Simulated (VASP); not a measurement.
Set up this calculation in VASP 6.6.1, as the native input.

* Task: atomic charges
* Functional: PBEsol
* Dispersion: D4
* Potentials or basis: VASP PAW PBE potentials, release 64 (Rb_sv, Cl)
* Cutoff: 520 eV
* k mesh: 5 × 5 × 5
* Occupations: gaussian, width 0.01 eV
* Spin: spin-orbit coupling, no magnetisation
* Further INCAR settings: ALGO = Normal; EDIFF = 1e-06

The structure of RbCl lies in POSCAR:

```
RbCl
4.6301
    0.000000000000      0.707112157405      0.707112157405
    0.707112157405      0.000000000000      0.707112157405
    0.707112157405      0.707112157405      0.000000000000
Rb Cl
1 1
Direct
    0.0000000000      0.0000000000      0.0000000000
    0.5000000000      0.5000000000      0.5000000000
```

The input as run:

INCAR

```
SYSTEM = RbCl
PREC = Accurate
ENCUT = 520
EDIFF = 1E-6
ISMEAR = 0
SIGMA = 0.01
LREAL = .False.
LASPH = .True.
NELM = 100
ALGO = Normal
ISIF = 2
LWAVE = .False.
LCHARG = .True.
LNONCOLLINEAR = .True.
MAGMOM = 0 0 0 0 0 0
LORBIT = 11
LSORBIT = .True.
GGA_COMPAT = .False.
GGA = PS
IVDW = 13
LVHAR = .True.
```

KPOINTS

```
Automatic mesh
0
Gamma
  5 5 5
  0 0 0
```

Potentials or basis: VASP PAW PBE potentials, release 64 (Rb_sv, Cl).

Run with:

```sh
$ cat potpaw_PBE.64/Rb_sv/POTCAR potpaw_PBE.64/Cl/POTCAR > POTCAR
$ mpirun -np 1 vasp_ncl > vasp.out
```

Results of the run:

```json
{
  "Pressure": "-0.3 GPa",
  "Valence electrons inside the program's atomic spheres": "Rb 7.31; Cl 5.12",
  "Dispersion energy per atom": "-0.066 eV"
}
```

Caveat: the PAW data sets were made with another functional, which shifts forces and pressure a little.

Wall time 2.2 min on 1 thread of Intel(R) Xeon(R) Platinum 8175M CPU @ 2.50GHz (Skylake/Cascade Lake) (shared host), peak memory 0.38 GiB.
